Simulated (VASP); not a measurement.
# GaAs (F-43m) in VASP: further runs, part 2 of 3

VASP 6.6.1.

**3. Band structure, PBE**

File INCAR:

```
PREC = Accurate ; ENCUT = 520
EDIFF = 1E-7 ; ISMEAR = 0
SIGMA = 0.03 ; LREAL = False
LASPH = True ; NELM = 80
ALGO = Normal ; ISIF = 2
LWAVE = False ; LCHARG = False
GGA = PE ; NBANDS = 16
ICORELEVEL = 1
```

File KPOINTS:

```
Automatic mesh
0
Gamma
  10 10 10
```

File POSCAR:

```
GaAs                                    
1.0
    0.0000000000      2.8751155357      2.8751155357
    2.8751155357      0.0000000000      2.8751155357
    2.8751155357      2.8751155357      0.0000000000
  Ga              As            
     1     1
Direct
     0.0000000000000000    0.0000000000000000    0.0000000000000000
     0.2500000000000000    0.2500000000000000    0.2500000000000000
```

KPOINTS_OPT is that of step 2.

Potentials or basis: VASP PAW PBE potentials, release 64 (Ga_d, As).

On the command line:

```
> cat potpaw_PBE.64/Ga_d/POTCAR potpaw_PBE.64/As/POTCAR > POTCAR
> mpirun -np 1 vasp_std > vasp.out
```

OUTCAR:

```text
PREC = Accurate
   ENCUT = 520
   EDIFF = 1E-7
   ISMEAR = 0
   LREAL = False
   LASPH = True
   NELM = 80
   ISIF = 2
   GGA = PE

 ion  position               nearest neighbor table
   1  0.000  0.000  0.000-   2 2.49   2 2.49   2 2.49   2 2.49
   2  0.250  0.250  0.250-   1 2.49   1 2.49   1 2.49   1 2.49

  LATTYP: Found a face centered cubic cell.
 ALAT       =     5.7502310714

  Lattice vectors:

 A1 = (   0.0000000000,   2.8751155357,   2.8751155357)
 A2 = (   2.8751155357,   0.0000000000,   2.8751155357)
 A3 = (   2.8751155357,   2.8751155357,   0.0000000000)

Analysis of symmetry for initial positions (statically):
=====================================================================
 Subroutine PRICEL returns:
 Original cell was already a primitive cell.

 Routine SETGRP: Setting up the symmetry group for a
 face centered cubic supercell.

 Subroutine GETGRP returns: Found 24 space group operations
 (whereof 24 operations were pure point group operations)
 out of a pool of 48 trial point group operations.

The static configuration has the point symmetry T_d .
[... 161 lines left out ...]

 the core state eigenenergies are
   1-  1s -10220.7673  2s  -1254.1552  2p  -1090.6215  3s   -140.1336  3p    -90.8642

   2-  1s -11708.5331  2s  -1477.1028  2p  -1293.9308  3s   -181.0498  3p   -124.4281
       3d    -31.4487

 E-fermi :   3.5428     XC(G=0):  -9.3614

 val. band max:        3.4672134486   @ k =   0.0000   0.0000   0.0000
 cond. band min:       3.6120173440   @ k =   0.0000   0.0000   0.0000
 fundamental gap:      0.1448038954
 Fermi energy:         3.5427905717

 k-point     1 :       0.0000    0.0000    0.0000
  band No.  band energies     occupation
      1     -11.2558      2.00000
      2     -11.2558      2.00000
      3     -11.2558      2.00000
      4     -11.1883      2.00000
      5     -11.1883      2.00000
      6      -8.9054      2.00000
[... 277 lines left out ...]
 k-point    16 :       0.2000    0.2000    0.0000
  band No.  band energies     occupation

------------------------ aborting loop because EDIFF is reached ----------------------------------------

  FORCE on cell =-STRESS in cart. coord.  units (eV):
  Direction    XX          YY          ZZ          XY          YZ          ZX
  --------------------------------------------------------------------------------------
  -------------------------------------------------------------------------------------
  Total        0.0026284      0.0026284      0.0026284     -0.0000000      0.0000000      0.0000000
  in kB        0.0885945      0.0885945      0.0885945     -0.0000000      0.0000000      0.0000000
  external PRESSURE =       0.0885945 kB  Pullay stress =       0.0000000 kB

 VOLUME and BASIS-vectors are now :
 -----------------------------------------------------------------------------
  energy-cutoff  :      520.00
  volume of cell :       47.53
      direct lattice vectors                 reciprocal lattice vectors
     0.000000000  2.875115536  2.875115536    -0.173906055  0.173906055  0.173906055
     2.875115536  0.000000000  2.875115536     0.173906055 -0.173906055  0.173906055
     2.875115536  2.875115536  0.000000000     0.173906055  0.173906055 -0.173906055

 POSITION                                       TOTAL-FORCE (eV/Angst)
 -----------------------------------------------------------------------------------
      0.00000      0.00000      0.00000        -0.000000      0.000000      0.000000
      1.43756      1.43756      1.43756         0.000000     -0.000000     -0.000000
 -----------------------------------------------------------------------------------
    total drift:                                0.000002      0.000002      0.000002

  FREE ENERGIE OF THE ION-ELECTRON SYSTEM (eV)
  ---------------------------------------------------
  free  energy   TOTEN  =        -8.2753054376 eV

  energy  without entropy=       -8.2753052662  energy(sigma->0) =       -8.27530535
```

OSZICAR:

```text
N       E                     dE             d eps       ncg     rms          rms(c)
DAV:   1     0.836944284895E+02    0.83694E+02   -0.89199E+03  1528   0.151E+03
DAV:   2    -0.163600477311E+01   -0.85330E+02   -0.81327E+02  1704   0.309E+02
DAV:   3    -0.831775218937E+01   -0.66817E+01   -0.66587E+01  1840   0.667E+01
[... 41 lines left out ...]
DAV:   9    -0.601004114813E+04   -0.27365E-07     1528
       N       E                     dE             ncg
DAV:   1     0.166912943254E+05   -0.11178E+05      584
DAV:   2     0.151217041970E+05   -0.15696E+04      656
DAV:   3     0.150023788158E+05   -0.11933E+03      752
DAV:   4     0.150005269260E+05   -0.18519E+01      736
DAV:   5     0.150005033515E+05   -0.23575E-01      768
DAV:   6     0.150005024437E+05   -0.90781E-03      880
DAV:   7     0.150005024408E+05   -0.28961E-05      760
DAV:   8     0.150005024408E+05   -0.61231E-07      616
```

stdout:

```text
POSCAR found type information on POSCAR GaAs
 POSCAR found :  2 types and       2 ions
 scaLAPACK will be used
 LDA part: xc-table for (Slater+PW92), standard interpolation
 POSCAR, INCAR and KPOINTS ok, starting setup
 FFT: planning ... GRIDC
 FFT: planning ... GRID_SOFT
 FFT: planning ... GRID
 WAVECAR not read
 entering main loop
 Start KPOINTS_OPT (optional k-point list driver)
k-point batch [1-47\159]
k-point batch [48-94\159]
k-point batch [95-141\159]
k-point batch [142-159\159]
```

It took 1.9 min on 1 thread of AMD EPYC 7R13 (Zen 3), shared host; peak memory 0.17 GiB.

What came out:

* Free energy: -8.2753 eV
* Pressure: 0.0 GPa
* Band gap on the k mesh: 0.14 eV, direct
* Band gap along the path: 0.14 eV, direct

Levels at the corners of the path, in eV from the valence-band top:
```tsv
point	band 6	band 7	band 8	band 9	band 10	band 11	band 12	band 13
Γ	-12.37	0.00	0.00	0.00	0.14	3.71	3.71	3.71
X	-10.09	-6.59	-2.50	-2.50	1.56	1.68	9.77	9.77
X	-10.09	-6.59	-2.50	-2.50	1.56	1.68	9.77	9.77
W	-10.04	-6.42	-3.30	-3.11	4.38	4.69	5.25	6.01
W	-10.04	-6.42	-3.30	-3.11	4.38	4.69	5.25	6.01
K	-10.12	-6.42	-3.60	-2.11	1.99	4.52	7.68	7.83
K	-10.12	-6.42	-3.60	-2.11	1.99	4.52	7.68	7.83
Γ	-12.37	0.00	0.00	0.00	0.14	3.71	3.71	3.71
Γ	-12.37	0.00	0.00	0.00	0.14	3.71	3.71	3.71
L	-10.76	-6.37	-1.07	-1.07	0.86	4.62	4.62	7.70
L	-10.76	-6.37	-1.07	-1.07	0.86	4.62	4.62	7.70
U	-10.12	-6.42	-3.60	-2.11	1.99	4.52	7.68	7.83
U	-10.12	-6.42	-3.60	-2.11	1.99	4.52	7.68	7.83
W	-10.04	-6.42	-3.30	-3.11	4.38	4.69	5.25	6.01
W	-10.04	-6.42	-3.30	-3.11	4.38	4.69	5.25	6.01
L	-10.76	-6.37	-1.07	-1.07	0.86	4.62	4.62	7.70
L	-10.76	-6.37	-1.07	-1.07	0.86	4.62	4.62	7.70
K	-10.12	-6.42	-3.60	-2.11	1.99	4.52	7.68	7.83
U	-10.12	-6.42	-3.60	-2.11	1.99	4.52	7.68	7.83
X	-10.09	-6.59	-2.50	-2.50	1.56	1.68	9.77	9.77
```

Core levels (eV, on the scale of the bands):
| atom | levels |
| --- | --- |
| 1 Ga | 1s -10220.8, 2s -1254.2, 2p -1090.6, 3s -140.1, 3p -90.9 |
| 2 As | 1s -11708.5, 2s -1477.1, 2p -1293.9, 3s -181.0, 3p -124.4, 3d -31.4 |

**4. Band structure, HSE06, spin-orbit coupling, no magnetisation**

File POSCAR:

```
GaAs                                    
1.0
    0.0000000000      2.8751155356      2.8751155356
    2.8751155356      0.0000000000      2.8751155356
    2.8751155356      2.8751155356      0.0000000000
  Ga              As            
     1     1
Direct
     0.0000000000000000    0.0000000000000000    0.0000000000000000
     0.2500000000000000    0.2500000000000000    0.2500000000000000
```

File INCAR.step1:

```
  PREC = Accurate
  ENCUT = 520
  EDIFF = 1E-5
  ISMEAR = 0
  SIGMA = 0.03
  LREAL = F
  LASPH = T
  NELM = 80
  ALGO = Normal
  ISIF = 2
  LWAVE = T
  LCHARG = F
  LNONCOLLINEAR = T
  MAGMOM = 0 0 0 0 0 0
  LORBIT = 11
  LSORBIT = T
  GGA_COMPAT = F
  NBANDS = 32
  KPAR = 2
  GGA = PE
```

File INCAR.step2:

```
  PREC = Accurate
  ENCUT = 520
  EDIFF = 1E-6
  ISMEAR = 0
  SIGMA = 0.03
  LREAL = F
  LASPH = T
  NELM = 80
  ALGO = Normal
  ISIF = 2
  LWAVE = F
  LCHARG = F
  LNONCOLLINEAR = T
  MAGMOM = 0 0 0 0 0 0
  LORBIT = 11
  LSORBIT = T
  GGA_COMPAT = F
  GGA = PE
  LHFCALC = T
  HFSCREEN = 0.2
  PRECFOCK = Fast
  NBANDS = 32
  KPAR = 2
  ISTART = 1
```

File KPOINTS:

```
regular mesh
0
Gamma
  4 4 4
```

File KPOINTS_OPT:

```
explicit points
9
Reciprocal
 0.0000000000  0.0000000000  0.0000000000 1
 0.3750000000  0.3750000000  0.7500000000 1
 0.5000000000  0.5000000000  0.5000000000 1
 0.6250000000  0.2500000000  0.6250000000 1
 0.5000000000  0.2500000000  0.7500000000 1
 0.5000000000  0.0000000000  0.5000000000 1
 0.4000000000  0.0000000000  0.4000000000 1
 0.4250000000  0.0000000000  0.4250000000 1
 0.4500000000  0.0000000000  0.4500000000 1
```

Potentials or basis: VASP PAW PBE potentials, release 64 (Ga_d, As).

On the command line:

```
> cat potpaw_PBE.64/Ga_d/POTCAR potpaw_PBE.64/As/POTCAR > POTCAR
> cp INCAR.step1 INCAR
> mpirun -np 2 vasp_ncl > vasp.out
> cp INCAR.step2 INCAR
> mpirun -np 2 vasp_ncl > vasp.out
```

OUTCAR:

```text
PREC = Accurate
   ENCUT = 520
   EDIFF = 1E-6
   ISMEAR = 0
   LREAL = F
   LASPH = T
   NELM = 80
   ISIF = 2
   LNONCOLLINEAR = T
   LORBIT = 11
   LSORBIT = T
   GGA = PE
   LHFCALC = T
   HFSCREEN = 0.2
   PRECFOCK = Fast
   ISTART = 1

 ion  position               nearest neighbor table
   1  0.000  0.000  0.000-   2 2.49   2 2.49   2 2.49   2 2.49
   2  0.250  0.250  0.250-   1 2.49   1 2.49   1 2.49   1 2.49

  LATTYP: Found a face centered cubic cell.
 ALAT       =     5.7502310712

  Lattice vectors:

 A1 = (   0.0000000000,   2.8751155356,   2.8751155356)
 A2 = (   2.8751155356,   0.0000000000,   2.8751155356)
 A3 = (   2.8751155356,   2.8751155356,   0.0000000000)

Analysis of symmetry for initial positions (statically):
=====================================================================
 Subroutine PRICEL returns:
 Original cell was already a primitive cell.

 Routine SETGRP: Setting up the symmetry group for a
 face centered cubic supercell.

 Subroutine GETGRP returns: Found 24 space group operations
 (whereof 24 operations were pure point group operations)
 out of a pool of 48 trial point group operations.

The static configuration has the point symmetry T_d .

Analysis of symmetry for dynamics (positions and initial velocities):
=====================================================================
 Subroutine PRICEL returns:
 Original cell was already a primitive cell.

 Routine SETGRP: Setting up the symmetry group for a
 face centered cubic supercell.

 Subroutine GETGRP returns: Found 24 space group operations
 (whereof 24 operations were pure point group operations)
 out of a pool of 48 trial point group operations.

The dynamic configuration has the point symmetry T_d .

Analysis of structural, dynamic, and magnetic symmetry:
=====================================================================
 Subroutine PRICEL returns:
 Original cell was already a primitive cell.

 Routine SETGRP: Setting up the symmetry group for a
 face centered cubic supercell.

 Subroutine GETGRP returns: Found 24 space group operations
 (whereof 24 operations were pure point group operations)
 out of a pool of 48 trial point group operations.

The overall configuration has the point symmetry T_d .

 Subroutine INISYM returns: Found 24 space group operations
 (whereof 24 operations are pure point group operations),
 and found     1 'primitive' translations

----------------------------------------------------------------------------------------

                                     Primitive cell

  volume of cell :      47.5331

  direct lattice vectors                    reciprocal lattice vectors
     0.000000000  2.875115536  2.875115536    -0.173906055  0.173906055  0.173906055
     2.875115536  0.000000000  2.875115536     0.173906055 -0.173906055  0.173906055
     2.875115536  2.875115536  0.000000000     0.173906055  0.173906055 -0.173906055

  length of vectors
     4.066027384  4.066027384  4.066027384     0.301214123  0.301214123  0.301214123
[... 120 lines left out ...]
  free energy    TOTEN  =        -9.74853223 eV

  energy without entropy =       -9.74853223  energy(sigma->0) =       -9.74853223

 E-fermi :   3.3527     XC(G=0):  -7.7580

 val. band max:        3.1708814505   @ k =   0.0000   0.0000   0.0000
 cond. band min:       4.1131243394   @ k =   0.0000   0.0000   0.0000
 fundamental gap:      0.9422428889
 Fermi energy:         3.3527181783

 k-point     1 :       0.0000    0.0000    0.0000
  band No.  band energies     occupation
      1     -14.5348      1.00000
      2     -14.5348      1.00000
      3     -14.5348      1.00000
      4     -14.5348      1.00000
      5     -14.1032      1.00000
      6     -14.1032      1.00000
[... 319 lines left out ...]
     29      16.1123      0.00000
     30      16.2179      0.00000
 [bands above 30 left out]

------------------------ aborting loop because EDIFF is reached ----------------------------------------

  FORCE on cell =-STRESS in cart. coord.  units (eV):
  Direction    XX          YY          ZZ          XY          YZ          ZX
  --------------------------------------------------------------------------------------
  -------------------------------------------------------------------------------------
  Total       -0.6787248     -0.6787248     -0.6787248      0.0000000      0.0000000      0.0000000
  in kB      -22.8774924    -22.8774924    -22.8774924      0.0000000      0.0000000      0.0000000
  external PRESSURE =     -22.8774924 kB  Pullay stress =       0.0000000 kB

 VOLUME and BASIS-vectors are now :
 -----------------------------------------------------------------------------
  energy-cutoff  :      520.00
  volume of cell :       47.53
      direct lattice vectors                 reciprocal lattice vectors
     0.000000000  2.875115536  2.875115536    -0.173906055  0.173906055  0.173906055
     2.875115536  0.000000000  2.875115536     0.173906055 -0.173906055  0.173906055
     2.875115536  2.875115536  0.000000000     0.173906055  0.173906055 -0.173906055

 POSITION                                       TOTAL-FORCE (eV/Angst)
 -----------------------------------------------------------------------------------
      0.00000      0.00000      0.00000         0.000000      0.000000      0.000000
      1.43756      1.43756      1.43756        -0.000000     -0.000000     -0.000000
 -----------------------------------------------------------------------------------
    total drift:                               -0.000001     -0.000003     -0.000001

  FREE ENERGIE OF THE ION-ELECTRON SYSTEM (eV)
  ---------------------------------------------------
  free  energy   TOTEN  =        -9.7485322329 eV

  energy  without entropy=       -9.7485322329  energy(sigma->0) =       -9.74853223

 Spin-Orbit-Coupling matrix elements

 Ion:    1  E_soc:     -0.0103055
 l=   1
     0.0000000    -0.0009728    -0.0009728
    -0.0009728     0.0000000    -0.0009728
    -0.0009728    -0.0009728     0.0000000
 l=   2
     0.0000000    -0.0001501     0.0000000    -0.0001501    -0.0005947
    -0.0001501     0.0000000    -0.0004460    -0.0001501    -0.0001487
     0.0000000    -0.0004460     0.0000000    -0.0004460     0.0000000
    -0.0001501    -0.0001501    -0.0004460     0.0000000    -0.0001487
    -0.0005947    -0.0001487     0.0000000    -0.0001487     0.0000000
 l=   3
     0.0000000     0.0000000     0.0000000     0.0000000     0.0000000     0.0000000     0.0000000
     0.0000000     0.0000000     0.0000000     0.0000000     0.0000000     0.0000000     0.0000000
     0.0000000     0.0000000     0.0000000     0.0000000     0.0000000     0.0000000     0.0000000
     0.0000000     0.0000000     0.0000000     0.0000000     0.0000000     0.0000000     0.0000000
     0.0000000     0.0000000     0.0000000     0.0000000     0.0000000     0.0000000     0.0000000
     0.0000000     0.0000000     0.0000000     0.0000000     0.0000000     0.0000000     0.0000000
     0.0000000     0.0000000     0.0000000     0.0000000     0.0000000     0.0000000     0.0000000

 Ion:    2  E_soc:     -0.0228731
 l=   1
     0.0000000    -0.0038042    -0.0038042
    -0.0038042     0.0000000    -0.0038042
    -0.0038042    -0.0038042     0.0000000
 l=   2
     0.0000000    -0.0000050     0.0000000    -0.0000050    -0.0000030
    -0.0000050     0.0000000    -0.0000023    -0.0000050    -0.0000008
     0.0000000    -0.0000023     0.0000000    -0.0000023     0.0000000
    -0.0000050    -0.0000050    -0.0000023     0.0000000    -0.0000008
    -0.0000030    -0.0000008     0.0000000    -0.0000008     0.0000000
 l=   3
     0.0000000     0.0000000     0.0000000     0.0000000     0.0000000     0.0000000     0.0000000
     0.0000000     0.0000000     0.0000000     0.0000000     0.0000000     0.0000000     0.0000000
     0.0000000     0.0000000     0.0000000     0.0000000     0.0000000     0.0000000     0.0000000
     0.0000000     0.0000000     0.0000000     0.0000000     0.0000000     0.0000000     0.0000000
     0.0000000     0.0000000     0.0000000     0.0000000     0.0000000     0.0000000     0.0000000
     0.0000000     0.0000000     0.0000000     0.0000000     0.0000000     0.0000000     0.0000000
     0.0000000     0.0000000     0.0000000     0.0000000     0.0000000     0.0000000     0.0000000

 total charge

# of ion       s       p       d       tot
------------------------------------------
    1        0.824   0.759  10.003  11.586
    2        1.209   1.633   0.028   2.869
--------------------------------------------------
tot          2.033   2.392  10.030  14.455

 magnetization (x)

# of ion       s       p       d       tot
------------------------------------------
    1        0.000  -0.000   0.000   0.000
    2        0.000  -0.000   0.000  -0.000
--------------------------------------------------
tot          0.000  -0.000   0.000  -0.000

 magnetization (y)

# of ion       s       p       d       tot
------------------------------------------
    1        0.000   0.000   0.000   0.000
    2        0.000  -0.000   0.000  -0.000
--------------------------------------------------
tot          0.000   0.000   0.000   0.000

 magnetization (z)

# of ion       s       p       d       tot
------------------------------------------
    1       -0.000  -0.000   0.000  -0.000
    2       -0.000  -0.000  -0.000  -0.000
--------------------------------------------------
tot         -0.000  -0.000   0.000  -0.000
```

Wall time 15 min (2 MPI ranks of Intel Xeon Platinum 8488C (Sapphire Rapids), shared host); peak memory 0.4 GiB.

Results:

```yaml
Free_energy: -9.7485 eV
Pressure: -2.3 GPa
Valence_electrons_inside_the_program's_atomic_spheres: Ga 11.59; As 2.87
```

Caveat: the k mesh is coarse (spacing up to 0.47 Å⁻¹), so the values aren't converged, least of all with exact exchange; the PAW data sets were made with another functional, which shifts forces and pressure a little.

**5. The runs side by side**

| level | potentials or basis | spin | k mesh | grid for exact exchange (PRECFOCK) | screening parameter | mesh quality | pressure (GPa) |
| --- | --- | --- | --- | --- | --- | --- | --- |
| LDA | VASP PAW LDA potentials, release 64 (Ga_d, As) | off | 10 × 10 × 10 | - | - | not flagged | -4.6 |
| PBE | VASP PAW PBE potentials, release 64 (Ga_d, As) | off | 10 × 10 × 10 | - | - | not flagged | 0.0 |
| HSE06 | VASP PAW PBE potentials, release 64 (Ga_d, As) | SOC, no magnetisation | 4 × 4 × 4 | Fast | 0.2 1/A | coarse | -2.3 |

Alike in all rows: task band structure; cell as given; cutoff (eV) 520; smearing gaussian 0.03 eV.

Caveats: some runs use coarse meshes; this crystal is a semiconductor, whose small gap the functional closes, so the metal is an error of the method (some runs); the PAW data sets were made with another functional, which shifts forces and pressure a little (some runs).

Total energies depend on the potentials used, so only differences within one code and one set of settings carry meaning.

[end of part 2 of 3]
